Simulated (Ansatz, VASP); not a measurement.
**GaN in VASP and in Ansatz**

```
CELL_PARAMETERS angstrom
0.00000 2.44808 1.90950
2.44808 0.00000 1.90950
2.44808 2.44808 0.00000
ATOMIC_POSITIONS crystal
Ga 0.00000 0.00000 0.00000
N 0.75000 0.75000 0.75000
```

Alike in both runs: task single point; functional PBE; k mesh 12 × 12 × 12; occupations gaussian, width 0.05 eV; no spin polarisation.

|  | VASP | Ansatz |
| --- | --- | --- |
| version | VASP 6.6.1 | Ansatz 0.2.0 |
| potentials or method | VASP PAW PBE potentials, release 64 (Ga_d, N) | scalar-relativistic, plane waves, PAW |
| plane-wave cutoff (eV) | 520 | 420 |
| valence electrons in the cell | 18 | 18 |

VASP gave:

```
gap on the k mesh at the Fermi level (eV)       : 1.08
least direct gap on the mesh (eV)               : 1.08
pressure (GPa)                                  : 0.8
largest component of the traceless stress (GPa) : 12.19
```

Which values does Ansatz return?

gap on the k mesh at the Fermi level (eV): 1.07; least direct gap on the mesh (eV): 1.07; pressure (GPa): 0.6; largest component of the traceless stress (GPa): 12.20.

Expect the measured gap to be larger: semilocal functionals such as PBE lack the derivative discontinuity.
